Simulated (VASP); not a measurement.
Set up this calculation in VASP 6.6.1, as the native input.

* Task: single point
* Functional: PBEsol
* Potentials or basis: VASP PAW PBE potentials, release 64 (Pt, Se)
* Cutoff: 520 eV
* k mesh: 7 × 7 × 4
* Occupations: gaussian, width 0.05 eV
* Spin: collinear spin, antiferromagnetic start
* Starting moments: [0.5, -0.5, 0.0, 0.0, 0.0, 0.0] μB
* Hubbard terms: Pt d U = 2 eV
* Further INCAR settings: ALGO = Fast; EDIFF = 1e-06; NBANDS = 35

The structure of PtSe2 lies in POSCAR:

```
PtSe2
1.0
    3.7240002900      0.0000000000      0.0000000000
   -1.8620001500      3.2250788600      5.0619995800
    0.0000000000      0.0000000000     10.1239991600
Pt Se
2 4
Direct
    0.0000000000      0.0000000000      0.0000000000
    0.0000000000      0.0000000000      0.5000000000
    0.3333333333      0.6666666667      0.7916666667
    0.6666666667      0.3333333333      0.2083333334
    0.3333333333      0.6666666667      0.2916666666
    0.6666666667      0.3333333333      0.7083333334
```

One way to write it, as run:

INCAR

```
SYSTEM = PtSe2
PREC     = Accurate       ! precision mode
ENCUT    = 520            ! plane-wave cutoff, eV
EDIFF    = 1E-6           ! SCF threshold, eV
ISMEAR   = 0              ! smearing method
SIGMA    = 0.05           ! smearing width, eV
LREAL    = .FALSE.        ! projectors in reciprocal space
LASPH    = .TRUE.         ! aspherical terms in the spheres
NELM     = 60             ! most SCF steps
ALGO     = Fast           ! electronic algorithm
ISIF     = 2              ! what is computed and relaxed
LWAVE    = .FALSE.        ! write WAVECAR
LCHARG   = .FALSE.        ! write CHGCAR
ISPIN    = 2              ! spin polarisation
MAGMOM   = 0.5 -0.5 0 0 0 0 ! initial moments
LORBIT   = 11             ! projections on sites
LMAXMIX  = 4              ! l up to which the mixer works
LDAU     = .TRUE.         ! DFT+U
LDAUTYPE = 2            
LDAUL    = 2 -1           ! shell
LDAUU    = 2 0            ! U, eV
LDAUJ    = 0 0          
LDAUPRINT= 1            
GGA      = PS             ! functional
NBANDS   = 35             ! bands
```

KPOINTS

```
regular mesh
0
G
  7 7 4
  0 0 0
```

Potentials or basis: VASP PAW PBE potentials, release 64 (Pt, Se).

The run is started by

```bash
$ cat potpaw_PBE.64/Pt/POTCAR potpaw_PBE.64/Se/POTCAR > POTCAR
$ mpirun -np 1 vasp_std > vasp.out
```

Results of the run:

The pressure is 1.0 GPa. The largest force is 0.234 eV/Å, the band gap on the k mesh is none (metal or under the smearing width) and the net moment is 0.00 μB per cell. The valence electrons inside the program's atomic spheres are Pt 9.57; Se 3.78.

Caveat: the PAW data sets were made with another functional, which shifts forces and pressure a little.

Run time: 17 min on 1 thread of Intel(R) Xeon(R) Platinum 8488C (Sapphire Rapids), on a shared host, peak memory 0.63 GiB.
